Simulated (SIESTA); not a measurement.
ZrN under changes of volume

One of the cells (12.167 Å³/atom); the others are scaled copies at fixed shape and fractional positions:

```xyz
2
Lattice="0.0000 2.3000 2.3000 2.3000 0.0000 2.3000 2.3000 2.3000 0.0000" Properties=species:S:1:pos:R:3 pbc="T T T"
Zr    2.3000    2.3000    2.3000
N     0.0000    0.0000    0.0000
```

- Program: SIESTA 5.4.2
- Functional: PBE
- Potentials or basis: SG15 1.2 (PBE files) or PseudoDojo by element
- Basis: DZP (energy shift 0.003 Ry; two zetas on semicore shells)
- Grid cutoff: 800 Ry
- Energy shift: 0.003 Ry
- k mesh: 10 × 10 × 10
- Occupations: fermi-dirac, width 0.05 eV
- Spin: no spin polarisation

```csv
volume (Å³/atom),energy over the lowest point (meV/atom),pressure (GPa)
11.437,50.42,20.7
11.680,24.18,14.1
11.924,7.68,7.8
12.167,0.04,2.5
12.410,0.00,-2.4
12.654,?,?
12.897,20.35,-10.7
```

Task: What does the run at 12.654 Å³/atom give?

Result: Energy over the lowest point 7.05 meV/atom; pressure -6.7 GPa.

Worked out: A Birch-Murnaghan fit of order 3 (a polynomial in V^(-2/3)) to the other rows has its minimum at 12.29 Å³/atom with B0 = V·E''(V) = 245 GPa and B' = 4.7. It gives 7.10 meV/atom at 12.654 Å³/atom, against the run's 7.05, and -dE/dV = -6.8 GPa, against -6.7.

Energies are extrapolated to zero smearing.

Caveats: the basis of atomic orbitals isn't converged, which shifts pressures, moduli and gaps.
